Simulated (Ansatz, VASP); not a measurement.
**SiC in VASP and in Ansatz**

Contents of INCAR:

```
  PREC = Accurate
  ENCUT = 520
  EDIFF = 1E-6
  ISMEAR = -1
  SIGMA = 0.08
  LREAL = F
  LASPH = T
  NELM = 80
  ALGO = Normal
  ISIF = 2
  LWAVE = F
  LCHARG = F
  GGA = PS
  NBANDS = 16
```

KPOINTS

```
regular mesh
0
Gamma
  15 15 8
```

File POSCAR:

```
SiC
1.0
    3.0759982064      0.0000000000      0.0000000000
   -1.5379991032      2.6638925888      0.0000000000
    0.0000000000      0.0000000000      4.8965600000
Si C
2 2
Direct
    0.3333333333      0.6666666667      0.0000000000
    0.6666666667      0.3333333333      0.5000000000
    0.3333333333      0.6666666667      0.3850000000
    0.6666666667      0.3333333333      0.8850000000
```

Input for Ansatz:

```yaml
crystal:
  lattice:
    - [3.0759982064, 0.0, 0.0]
    - [-1.5379991032, 2.6638925888, 0.0]
    - [0.0, 0.0, 4.89656]
  atoms:
    - { symbol: Si, position: [0.3333333333, 0.6666666667, 0.0] }
    - { symbol: Si, position: [0.6666666667, 0.3333333333, 0.5] }
    - { symbol: C, position: [0.3333333333, 0.6666666667, 0.385] }
    - { symbol: C, position: [0.6666666667, 0.3333333333, 0.885] }
kpoints:
  mp_grid: { grid: [15, 15, 8] }
  band_path:
    path:
      - [0.0, 0.0, 0.0]
      - [0.5, 0.0, 0.0]
      - [0.3333333333, 0.3333333333, 0.0]
      - [0.0, 0.0, 0.0]
      - [0.0, 0.0, 0.5]
      - [0.5, 0.0, 0.5]
      - [0.3333333333, 0.3333333333, 0.5]
      - [0.0, 0.0, 0.5]
      - [0.5, 0.0, 0.5]
    npoints: 5
scf:
  occupations: { method: fermi_dirac, width: 0.08 }
hamiltonian:
  xc: pbesol
  pseudopotentials: { kind: all_electron, lapw: { basis_error: 0.001 } }
output:
  forces: true
  stress: true
  eigenvalues: true
```

Change from the starting cell: zz strain of -3 %.

Alike in both runs: task single point; functional PBEsol; k mesh 15 × 15 × 8; occupations fermi-dirac, width 0.08 eV; no spin polarisation.

|  | VASP | Ansatz |
| --- | --- | --- |
| version | VASP 6.6.1 | Ansatz 0.2.0 |
| potentials or method | VASP PAW PBE potentials, release 64 (Si, C) | all-electron LAPW, scalar-relativistic |
| plane-wave cutoff (eV) | 520 | see its input |

```csv
,VASP,Ansatz,Ansatz less VASP
pressure (GPa),7.3,6.9,-0.44
largest component of the traceless stress (GPa),7.41,7.38,-0.031
rms of the force components (eV/Å),0.268,0.269,+0.0003
```

Atom by atom the forces differ by 0.000 eV/Å (rms over components). Ansatz ran all-electron here, so the differences hold the error of VASP's frozen core and of both bases.

Caveats: the PAW data sets were made with another functional, which shifts forces and pressure a little (VASP); an odd mesh through Γ misses points on the zone boundary, where band edges often lie.
